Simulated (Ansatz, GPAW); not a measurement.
Given: the input of a run of Ansatz 0.2.0 on Os. This isn't the form of Os at room conditions, which is hcp.

File input.yaml:

```yaml
crystal:
  lattice:
    - [0.0, 1.945, 1.945]
    - [1.945, 0.0, 1.945]
    - [1.945, 1.945, 0.0]
  atoms:
    - { symbol: Os, position: [0.0, 0.0, 0.0] }
hamiltonian:
  xc: r2scan
  pseudopotentials: { kind: paw }
  dispersion: d3bj
  hubbard: { sites: [{ species: Os, l: d, u_eff: 5.0 }] }
kpoints:
  mp_grid: { grid: [12, 12, 12] }
scf:
  occupations: { method: gaussian, width: 0.05 }
output:
  forces: true
  stress: true
  eigenvalues: true
```

Potentials or basis: Ansatz PAW.

Command:

```bash
$ ansatz run input.yaml --threads 1 --pin off --max-ram 3584MiB --backend cpu --events-out ev --progress --plain --runs-dir out
```

Q: Translate it to GPAW 26.7.0 (ASE script). Potentials or basis there: GPAW PAW data sets (gpaw-data 1.2.1), cutoff 600 eV.

A: As run (cutoffs and basis follow the program's own potentials, and thresholds, step limits or extra output files can differ):

run.py

```python
from ase.calculators.mixing import SumCalculator
from ase.dft.bandgap import bandgap
from ase.io import read, write
from ase.units import GPa
from dftd3.ase import DFTD3
from gpaw import GPAW, PW

atoms = read('Os.xyz')

calc = GPAW(mode=PW(600),
            xc='MGGA_X_R2SCAN+MGGA_C_R2SCAN',
            kpts={'size': (12, 12, 12), 'gamma': True},
            occupations={'name': 'methfessel-paxton', 'order': 0, 'width': 0.05},
            setups={'Os': ':d,5.0'},
            nbands=16,
            convergence={'density': 1e-05, 'energy': 1e-05},
            maxiter=150,
            txt='gpaw.txt')
atoms.calc = SumCalculator([calc, DFTD3(method='r2scan', damping='d3bj')])
energy = atoms.get_potential_energy()
forces = atoms.get_forces()
stress = atoms.get_stress()
calc.write('gs.gpw')
write('result.traj', atoms)
print(f'Energy: {energy:.6f} eV')
print('Forces (eV/A):')
print(forces.round(4))
print('Stress (GPa):', (stress / GPa).round(3))
print('Fermi level:', round(calc.get_fermi_level(), 4), 'eV')
print(f'Gap: {bandgap(calc)[0]:.4f} eV, direct: {bandgap(calc, direct=True)[0]:.4f} eV')
```

Os.xyz

```xyz
1
Lattice="0.0000000000 1.9450000000 1.9450000000 1.9450000000 0.0000000000 1.9450000000 1.9450000000 1.9450000000 0.0000000000" Properties=species:S:1:pos:R:3 pbc="T T T"
Os     0.0000000000      0.0000000000      0.0000000000
```

Potentials or basis: GPAW PAW data sets (gpaw-data 1.2.1), pw.

The run is started by

```sh
$ OMP_NUM_THREADS=1 python run.py
```

Both were run:

|  | Ansatz | GPAW |
| --- | --- | --- |
| Pressure | -23.4 GPa | -20.0 GPa |

Ansatz's pressure holds a Pulay term of +0.11 GPa for its cutoff of 500 eV, which the other run lacks.

The potentials hold 16 and 14 valence electrons a cell.

Ansatz's potentials were made for PBE. GPAW's potentials were made for PBE.

Where Ansatz's input types no cutoff or centring, it takes its own default and a Γ-centred mesh.

The two runs disagree by more than potentials and bases usually give (in gap, levels, pressure or energy); the cause wasn't traced.

The cell lies far from this level's equilibrium.

How U acts hangs on each program's projectors.

Pressure is positive in compression.
